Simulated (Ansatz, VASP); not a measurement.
**Two plane-wave programs on CdTe**

The input INCAR:

```
PREC = Accurate ; ENCUT = 520
EDIFF = 1E-6 ; ISMEAR = -1
SIGMA = 0.05 ; LREAL = False
LASPH = True ; NELM = 80
ALGO = Normal ; ISIF = 2
LWAVE = False ; LCHARG = False
GGA = RP ; IVDW = 12
NBANDS = 16
```

Contents of KPOINTS:

```
Automatic mesh
0
Gamma
  7 7 7
```

Contents of POSCAR:

```
CdTe
1.0
    0.0000000000      3.1395734784      3.1395734784
    3.1395734784      0.0000000000      3.1395734784
    3.1395734784      3.1395734784      0.0000000000
Te Cd
1 1
Direct
    0.7500000000      0.7500000000      0.7500000000
    0.0000000000      0.0000000000      0.0000000000
```

The input input.yaml:

```yaml
crystal:
  lattice:
    - [0.0, 3.1395734784, 3.1395734784]
    - [3.1395734784, 0.0, 3.1395734784]
    - [3.1395734784, 3.1395734784, 0.0]
  atoms:
    - { symbol: Te, position: [0.75, 0.75, 0.75] }
    - { symbol: Cd, position: [0.0, 0.0, 0.0] }
hamiltonian:
  xc: rpbe
  pseudopotentials: { kind: paw }
  dispersion: d3bj
kpoints:
  mp_grid: { grid: [7, 7, 7] }
scf:
  occupations: { method: fermi_dirac, width: 0.05 }
output:
  forces: true
  stress: true
  eigenvalues: true
  write_density: true
  write_potential: true
  elf: true
  volumetric_format: npy
```

Alike in both runs: task single point; functional RPBE; dispersion D3(BJ); k mesh 7 × 7 × 7; occupations fermi-dirac, width 0.05 eV; no spin polarisation.

```csv
,VASP,Ansatz
version,VASP 6.6.1,Ansatz 0.2.0
potentials or method,"VASP PAW PBE potentials, release 64 (Te, Cd)",Ansatz PAW
plane-wave cutoff (eV),520,420
valence electrons in the cell,18,36
```

```csv
,VASP,Ansatz,Ansatz less VASP
gap on the k mesh at the Fermi level (eV),1.22,1.22,-0.001
least direct gap on the mesh (eV),1.22,1.22,-0.001
pressure (GPa),0.2,0.0,-0.18
dispersion energy (meV/atom),-1649.5,-1649.6,-0.09
```

The two sets of potentials don't hold the same shells in valence.

Caveats: spin-orbit coupling is left out, which moves the levels of the heavy elements; the PAW data sets were made with another functional, which shifts forces and pressure a little (VASP); odd divisions of the mesh miss points on the zone boundary, where band edges often lie, so the gap on the mesh can be too wide (Ansatz); the PAW data sets come from PBE, with cores solved anew for the run's functional, which leaves a small shift of forces and pressure (Ansatz). As with any semilocal functional, this RPBE gap is likely too small.
